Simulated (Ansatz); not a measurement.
A series in volume scale on HgSe

Periodic Kohn-Sham DFT of a crystal at fixed atoms, scaled to volume_scale times the given cell; pressure positive in compression, energy less spherical unpolarised free atoms, largest_vzz the field gradient of largest size among the nuclei. The results are calculated, by Ansatz 0.2.0.

The cell before it is scaled or strained (space group F-43m, No. 216):
```
HgSe
1.0
      0.0000     3.0360     3.0360
      3.0360     0.0000     3.0360
      3.0360     3.0360     0.0000
Hg Se
1 1
Direct
  0.00000 0.00000 0.00000
  0.75000 0.75000 0.75000
```

Settings of every row: method all-electron PAW; functional PBEsol; relativity scalar; k mesh 9x9x9; filling fermi-dirac; smearing width 0.02 eV; nucleus gaussian.

Atom start moment: 0 on all atoms.

Limits: no spin-orbit coupling on heavy atoms.

| row | volume scale | V (Å³/atom) | pressure (GPa) |
| --- | --- | --- | --- |
| 1 | 0.94 | 26.305 | 5.992 |
| 2 | 0.96 | 26.864 | ? |
| 3 | 0.98 | 27.424 | 2.955 |
| 4 | 0.99 | 27.704 | 2.3 |
| 5 | 1 | 27.984 | 1.683 |
| 6 | 1.01 | 28.264 | 1.101 |
| 7 | 1.02 | 28.543 | 0.552 |
| 8 | 1.04 | 29.103 | -0.455 |
| 9 | 1.06 | 29.663 | -1.35 |

Question: what pressure should row 2 give?

Worked fit of pressure. Take u = (V_r/V)^(2/3) − 1 with V_r = 28.124 Å³ an atom, which is twice the finite (Eulerian) strain; such expansions in the strain, on which the Birch-Murnaghan equation of state is built, carry the rest volume and the bulk modulus. The shown rows have u = 0.04558, 0.01695, 0.01008, 0.00333, -0.0033, -0.00981, -0.02255, -0.03489. Least squares give pressure = 1.387 + 87.759 × u + 277.32 × u² + 304 × u³ GPa; a parabola predicts inner rows, each left out in turn, worse (root mean square 0.0046 against 0.00088 GPa). The rows lie off it by 0.000, -0.001, 0.000, 0.001, 0.001, 0.000, -0.001, 0.000. The pressure vanishes at u = -0.0167, or V = 28.84 Å³ an atom, and there the bulk modulus at fixed shape and fractions is B = −V dP/dV = (2/3)(1 + u) dP/du = 51.6 GPa. The withheld row has u = 0.03103, so the fit gives 1.387 + 87.759 × (0.03103) + 277.32 × (0.03103)² + 304 × (0.03103)³ = 4.386 GPa.

The calculation gave 4.384 GPa. The fit lies 0.002 GPa (0.027 % of the column's range) above it; its largest miss of a shown row is 0.001 GPa.
